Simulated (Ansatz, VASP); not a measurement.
I in VASP and in Ansatz

INCAR

```
PREC     = Accurate       # precision mode
ENCUT    = 520            # plane-wave cutoff, eV
EDIFF    = 1E-7           # SCF threshold, eV
ISMEAR   = -1             # smearing method
SIGMA    = 0.05           # smearing width, eV
LREAL    = F              # projectors in reciprocal space
LASPH    = T              # aspherical terms in the spheres
NELM     = 100            # most SCF steps
ALGO     = Normal         # electronic algorithm
ISIF     = 2              # what is computed and relaxed
LWAVE    = F              # write WAVECAR
LCHARG   = T              # write CHGCAR
GGA      = PE             # functional
IVDW     = 12             # dispersion correction
LELF     = T              # ELF
LVHAR    = T            
NBANDS   = 10             # bands
```

The input KPOINTS:

```
regular mesh
0
Gamma
  9 9 9
```

File POSCAR:

```
I
1.0
    0.0000000000      2.3656004428      3.9098401324
    2.1922454667      0.0000000000      3.9098401324
    2.1922454667      2.3656004428      0.0000000000
I
1
Direct
    0.0000000000      0.0000000000      0.0000000000
```

input.yaml

```yaml
crystal:
  lattice:
    - [0.0, 2.3656004428, 3.9098401324]
    - [2.1922454667, 0.0, 3.9098401324]
    - [2.1922454667, 2.3656004428, 0.0]
  atoms:
    - { symbol: I, position: [0.0, 0.0, 0.0] }
hamiltonian:
  xc: pbe
  pseudopotentials: { kind: paw }
  dispersion: d3bj
kpoints:
  mp_grid: { grid: [9, 9, 9] }
scf:
  occupations: { method: fermi_dirac, width: 0.05 }
output:
  forces: true
  stress: true
  eigenvalues: true
```

Alike in both runs: task single point; functional PBE; dispersion D3(BJ); k mesh 9 × 9 × 9; occupations fermi-dirac, width 0.05 eV; no spin polarisation.

|  | VASP | Ansatz |
| --- | --- | --- |
| version | VASP 6.6.1 | Ansatz 0.2.0 |
| potentials or method | VASP PAW PBE potentials, release 64 (I) | Ansatz PAW |
| plane-wave cutoff (eV) | 520 | 420 |
| valence electrons in the cell | 7 | 17 |

Ansatz gave:

```
gap on the k mesh at the Fermi level (eV)       : none
pressure (GPa)                                  : -0.9
largest component of the traceless stress (GPa) : 0.17
dispersion energy (meV/atom)                    : -317.3
```

Task: Which values does VASP return?

Result: gap on the k mesh at the Fermi level (eV): none; pressure (GPa): -1.0; largest component of the traceless stress (GPa): 0.19; dispersion energy (meV/atom): -317.2.

A gap of «none» marks a metal or a gap that the smearing closes. The two sets of potentials don't hold the same shells in valence.

Caveats: an odd number of electrons without spin polarisation forces a metal; a magnetic or distorted state may lie lower; pairwise dispersion overbinds metals, which lowers pressure and volume. The runs have no spin-orbit coupling, so splittings on I are missing.
